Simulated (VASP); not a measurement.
Set up this calculation in VASP 6.6.1, as the native input.

```
Task                   : relaxation of cell and atoms
Functional             : PBEsol
Potentials or basis    : VASP PAW PBE potentials, release 64 (Hf_pv)
Cutoff                 : 520 eV
k mesh                 : 6 × 6 × 8
Occupations            : gaussian, width 0.1 eV
Spin                   : no spin polarisation
Target pressure        : 30 GPa
Further INCAR settings : ALGO = Fast; EDIFF = 1e-07; IBRION = 2; EDIFFG = -0.002; NSW = 80; ISIF = 3
Target pressure        : 30 GPa
```

The structure of Hf lies in POSCAR:

```
Hf                                      
1.0
    4.6128670359     -0.0000000000      0.0000000000
   -2.3064335180      3.9948600508      0.0000000000
   -0.0000000000     -0.0000000000      2.8840931387
  Hf            
     3
Direct
     0.6666666699999979    0.3333333300000021    0.5000000000000000
     0.3333333300000021    0.6666666699999979    0.5000000000000000
     0.0000000000000000    0.0000000000000000    0.0000000000000000
```

This isn't the form of Hf at room conditions, which is hcp.

These files were run (other wordings do the same):

INCAR

```
PREC     = Accurate       # precision mode
ENCUT    = 520            # plane-wave cutoff, eV
EDIFF    = 1E-7           # SCF threshold, eV
ISMEAR   = 0              # smearing method
SIGMA    = 0.1            # smearing width, eV
LREAL    = False          # projectors in reciprocal space
LASPH    = True           # aspherical terms in the spheres
NELM     = 80             # most SCF steps
ALGO     = Fast           # electronic algorithm
ISIF     = 3              # what is computed and relaxed
LWAVE    = False          # write WAVECAR
LCHARG   = False          # write CHGCAR
GGA      = PS             # functional
IBRION   = 2              # ionic algorithm
NSW      = 80             # ionic steps
EDIFFG   = -0.002         # ionic threshold
PSTRESS  = 300.0        
KPAR     = 4
```

KPOINTS

```
Automatic mesh
0
Gamma
  6 6 8
```

Potentials or basis: VASP PAW PBE potentials, release 64 (Hf_pv).

Command:

```console
$ cat potpaw_PBE.64/Hf_pv/POTCAR > POTCAR
$ mpirun -np 4 vasp_std > vasp.out
```

It gave:

```
Pressure after relaxing : 30.0 GPa
Band gap on the k mesh  : none (metal or under the smearing width)
```

Caveat: the relaxation stopped at its first step, so nothing moved; the cell is relaxed towards a set pressure, so the enthalpy falls and the energy may rise; the PAW data sets were made with another functional, which shifts forces and pressure a little.

Run time: 9.7 s on 4 MPI ranks on AMD EPYC 9R45 96-Core Processor (Zen 5) (shared host), peak memory 0.16 GiB a rank.
